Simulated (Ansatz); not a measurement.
Runs of Ansatz 0.2.0 on Te2Mo. The cell holds a slab with vacuum, 6 atoms: a = 6.362 Å, b = 3.480 Å, c = 36.176 Å, α = 90.00°, β = 90.14°, γ = 90.00°. 

| task | level | cell | smearing | points for each segment of the path | gap on the mesh (eV) | relaxed volume (Å³/atom) | largest force (eV/Å) |
| --- | --- | --- | --- | --- | --- | --- | --- |
| single point | PBE | as given | gaussian 0.015 eV | - | none | - | 0.25 |
| relaxation of cell and atoms | BLYP+D3(BJ) | relaxed | fermi-dirac 0.05 eV | - | - | 132.54 | - |
| band structure | PBEsol | as given | fermi-dirac 0.05 eV | 14 | none | - | 0.25 |
| relaxation of cell and atoms | BLYP+D4 | relaxed | fermi-dirac 0.05 eV | - | none | (a) | 0.01 |
| single point | PBE | as given | gaussian 0.013 eV | - | none | - | 0.25 |
| single point | PBE | as given | gaussian 0.014 eV | - | none | - | 0.25 |

Alike in all rows: potentials or basis Ansatz PAW; no spin polarisation; k mesh 4 × 8 × 1; cutoff (eV) 420.

Problem. Estimate the missing entries.

Solution. (a) 133.89.

Caveats: the PAW data sets come from PBE, with cores solved anew for the run's functional, which leaves a small shift of forces and pressure (some runs); the plane-wave basis is chosen anew once the cell has moved, so the energies of steps on either side of that aren't comparable (some runs); spin-orbit coupling is left out, which moves the levels of the heavy elements (some runs).

A k mesh can miss the band edges, and the runs leave out spin-orbit coupling on Mo, Te.

A gap of «none» marks a metal or a gap under the smearing width.
